Pressure is the rate at which the energy of a crystal falls as its volume grows, P = −dE/dV. A positive value means that the crystal pushes outwards against being squeezed. A negative value means that it is under tension and would contract if released. Here P is the stress of cubic boron nitride, calculated by density functional theory with the nuclei at rest, at twelve fixed volumes.

Ansatz 0.2.0, density functional theory with PBEsol, PAW and plane waves to 420 eV, without spin polarisation: cubic BN (F-43m, 2-atom cell) at fixed volumes, 12×12×12 k mesh. Energies are relative to the elements' standard crystals or gases in the same functional, and pressure is positive in compression.

```
volume (Å³/atom)  shortest distance (Å)  energy over elements (eV/atom)  pressure (GPa)
           5.324                  1.512                          -1.280           43.98
           5.494                  1.528                          -1.318           27.91
           5.542                  1.533                          -1.326           23.75
           5.630                  1.541                          -1.337           16.62
           5.697                  1.547                          -1.343           11.46
           5.723                  1.549                          -1.344            9.49
           5.775                  1.554                          -1.347            5.79
           5.975                  1.571                          -1.346           -7.24
           6.216                  1.592                          -1.324          -20.43
           6.767                  1.638                          -1.213          -42.53
           6.792                  1.640                          -1.207          -43.32
           6.822                  1.643                          -1.198          -44.25
```

Every row is the same crystal, scaled equally in all directions. Each atom keeps four equal B–N contacts, whose length is the shortest distance in the table, and the cubic symmetry makes the three stress components equal. A change of volume is therefore a change of bond length and nothing else. This makes the series a clean test of a simple approximation, that pressure is proportional to the change of volume.

### Where the straight-line law fails

If the energy is taken as quadratic in the volume V, its derivative is a straight line:

P = B₀(1 − V/V₀)

V₀ is the volume at zero pressure, and B₀ is the stiffness there, the pressure per fractional change of volume for small changes. A parabola through the rows at 5.697, 5.775 and 5.975 Å³/atom, with volume as a function of pressure, puts V₀ at 5.86 Å³/atom. The stiffness, 385 GPa, comes from the fit described further below. It means that roughly 4 GPa are needed to shrink the crystal by one per cent in volume.

At the smallest volume this law gives 35.2 GPa, where the calculation gives 43.98 GPa, so it falls short by a fifth. At the largest volume it gives −63.1 GPa against −44.25 GPa, and overstates the tension by 43 per cent. The crystal resists strong compression more than the law allows, and strong stretching less. In every row the computed pressure lies above the line.

Close to equilibrium the law is serviceable. At 5.775 Å³/atom its error is only about 3 per cent of the computed pressure. At 5.630 Å³/atom, where the volume is 4 per cent below V₀, the error has grown to 9 per cent. The relative error thus grows roughly in step with the change of volume, as it must when the first neglected term is quadratic.

The energy conceals part of the failure. Stretching the crystal from equilibrium to the largest volume costs 150 meV/atom in the calculation and 189 meV/atom with the straight-line law, an excess of 26 per cent. This is less than the excess in the tension at the same volume. The energy adds up the pressure over the whole path, including the first part where the law still works, whereas the pressure shows the error at the end point in full.

### How the failure can be recognised

The first sign is the local stiffness, −V dP/dV, which can be taken from the difference between two rows. It is 511 GPa between the two smallest volumes and 212 GPa between 6.767 and 6.822 Å³/atom. The straight-line law would have it rise in proportion to the volume. A fall by more than half is far beyond what such a law can accommodate.

The second sign appears when a straight line is fitted to all twelve pressures by least squares. The line is too low at the three smallest volumes, too high at the six from 5.630 to 6.216 Å³/atom, and too low again at the three largest. Random scatter would change sign irregularly. A long run of errors of one sign, framed by runs of the other, means that the true curve bends.

Such a fit also damages the quantities for which it is usually made. It moves the zero-pressure volume to 5.95 Å³/atom and lowers the stiffness there to 326 GPa, 15 per cent below the value at the true zero. The direction of this error is set by the rows chosen: these reach 16 per cent into expansion but only 9 per cent into compression, and a set weighted towards compression is expected to give a stiffness that is too high. A cell at 5.975 Å³/atom would then seem almost free of stress, although the calculation finds a tension of 7.24 GPa. Adding more rows far from equilibrium doesn't cure this, because the error lies in the shape of the law.

### First cause: force is spread over an area

Part of the bend would be there even if the bonds were perfect springs. Let u = (V/V₀)^(1/3) be the bond length divided by its value at zero pressure, and let the energy be quadratic in u − 1. The force along the bonds is then proportional to the stretch. Pressure, however, is force per area, and the area of each face of the crystal grows as u². With B₀ fixing the slope at zero pressure, the result is

P = 3B₀(1 − u)/u²

When the crystal is stretched, the springs pull harder, but their pull is spread over a larger face, and the tension rises more slowly than a straight line in the volume. Under compression the same force acts on a smaller face and the pressure rises faster. This geometry removes 47 per cent of the straight-line error at the largest volume. At the smallest volume it reduces the shortfall from 8.8 to 5.3 GPa.

Between two-fifths and a half of the failure, less in compression and more in tension, thus disappears when bond length replaces volume as the coordinate in which the crystal is supposed to be harmonic. The remainder keeps its sign in every row: the computed pressure also lies above the spring law throughout. The bonds themselves must therefore depart from springs.

### Second cause: bonds weaken as they stretch

Theory offers a standard reason. When boron and nitrogen are pushed together, their electron clouds overlap more, and the Pauli principle forces the electrons into states of higher kinetic energy. This repulsion rises steeply at short distance, while the attraction that binds the atoms changes more gently. The energy curve is consequently steeper on the compressed side of its minimum than on the stretched side.

On the stretched side the repulsion dies away and leaves the attraction to pull the atoms back. That attraction depends on overlap too, and it fades as the atoms move apart. Each further step of stretching therefore adds less tension than the one before. The pressures show this asymmetry directly, whereas its division into repulsion and attraction is an argument from theory.

The bend doesn't come from a change in the kind of electronic state. In the same calculations the crystal remains an insulator at every volume, and its lowest band gap shrinks smoothly from 4.39 to 4.12 eV between the smallest and the largest volume. The series follows one kind of bonding from compression to tension.

The simplest way to let the springs weaken is to multiply their force by an exponential factor, which gives the Vinet equation of state:

P = 3B₀(1 − u)/u² · exp[η(1 − u)]

The number η measures how fast the bonds soften. B₀ and η were fitted together by least squares to the eight pressures at volumes below 6 Å³/atom, with V₀ held at the value found above. The fit gives η ≈ 4.0, so that each per cent of stretch leaves the restoring force about 4 per cent weaker than that of a perfect spring. This is an average over the whole crystal and shouldn't be read as the decay length of any one orbital.

### One row worked in full

The largest volume was not part of the fit and lies well outside its range.

- Bond stretch: V/V₀ = 6.822/5.860 = 1.164, and the cube root gives u = 1.052.
- Perfect springs: 3 × 384.5 × (1 − 1.052)/1.052² = −54.2 GPa.
- Weakening: exp[4.03 × (1 − 1.052)] = 0.811.
- Product: −54.2 × 0.811 ≈ −44 GPa.

The calculation gives −44.25 GPa. A stretch of only 5 per cent has cost the bonds about a fifth of their spring-like pull. The softening was learnt almost entirely from compressed crystals, yet it carries over to strong tension. Compression and stretching explore two sides of one smooth energy curve, and its asymmetry close to the minimum already announces how the stretched side will flatten.

The model has a small, systematic fault. In the four rows left out of the fit it underestimates the tension each time, by at most 0.33 GPa, which is less than one per cent of the computed value. A miss this small is sensitive to the fitted constants and to the rounding of the tabulated volumes, so only part of it need lie in the form of the law. The Birch–Murnaghan equation, a different formula supplied with the same constants, stays within 0.15 GPa in these rows. The evidence therefore supports the softening itself and does not single out the exponential as its exact form.

The energies provide a separate test. Integrating the law fitted to the pressures reproduces the whole energy column, which spans about 150 meV/atom, to within 1.3 meV/atom, once the common zero of energy has been adjusted. Stress and energy can disagree in a calculation with a fixed plane-wave cutoff, because the basis changes with the cell. Here they agree closely enough that the bend is no fault of the stress alone, although this agreement doesn't establish that the basis is complete.

### What the result means in use

The three laws can be ranked by a single number, the rise of the stiffness −V dP/dV per unit of pressure, taken at zero pressure. The straight line gives −1, perfect springs give +1, and the fitted law gives 3.7. Only the last describes a crystal that hardens markedly as it is squeezed. The same number shows that the share assigned to geometry depends on the coordinate chosen. An energy quadratic in the finite strain behind the Birch–Murnaghan equation has a rise of 4 built in, close to the fitted value, and is therefore expected to follow these pressures far better than either the straight line or the springs. For an engineering estimate in boron nitride, one constant stiffness gives the pressure to within about 5 per cent for volume changes of a per cent or two, and a second number, this rise, is needed beyond that.

The same reasoning can be carried to a neighbouring series, such as boron phosphide in the same structure. Its bonds are longer and weaker, so a given pressure changes its volume more. The straight-line law should therefore fail at a lower pressure there, although at a similar fractional change of volume. The sign of the failure should be the same, since it rests on the steep repulsion and fading attraction common to chemical bonds.

Two limits affect the use of the numbers. The rows under tension describe a perfect lattice held at a fixed shape, and its stability against shearing or cleaving was not tested, so the largest tension is not a breaking strength. The nuclei are also at rest, while in a real crystal their zero-point and thermal motion pushes outwards and shifts the equilibrium to a somewhat larger volume. What fails in this series is the assumption of a constant stiffness; the accuracy of the density functional is a separate question, to be settled against measurement.
